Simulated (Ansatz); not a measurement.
Relaxed ZrO2 (tetragonal-ZrO2 type, space group P4_2/nmc):

```
CELL_PARAMETERS angstrom
      3.62104     0.00000     0.00000
      0.00000     3.62104     0.00000
      0.00000     0.00000     5.28293
ATOMIC_POSITIONS crystal
  Zr 0.00000 0.00000 0.00000
  Zr 0.50000 0.50000 0.50000
  O  0.00000 0.50000 0.19276
  O  0.00000 0.50000 0.69276
  O  0.50000 0.00000 0.30724
  O  0.50000 0.00000 0.80724
```

Level of theory: PBE (plane waves to 420 eV, PAW, scalar-relativistic; Ansatz, an electronic-structure program). k mesh 7×7×5 (Γ-centred), Fermi-Dirac smearing 0.05 eV. This is a high-temperature form of ZrO2. ZrO2 is run without spin polarisation. ZrO2 was relaxed with its symmetry unable to fall.

One atom of the cell was then moved (with its periodic images), all else fixed, and the forces (eV/Å) came out as:

```tsv
atom	Fx	Fy	Fz
Zr1	0.000	0.000	4.522
Zr2	0.000	0.000	-2.801
O3	0.000	0.000	-1.004
O4	0.000	0.000	0.204
O5	0.000	0.000	0.549
O6	0.000	0.000	-1.470
```

Which atom was moved, and by which vector (Å)?

Zr1, by (0.00, 0.00, -0.21), 0.21 Å in all.

(A displaced cell: forces are minus the slopes of the energy, force constants its curvatures, and phonons follow from these.)
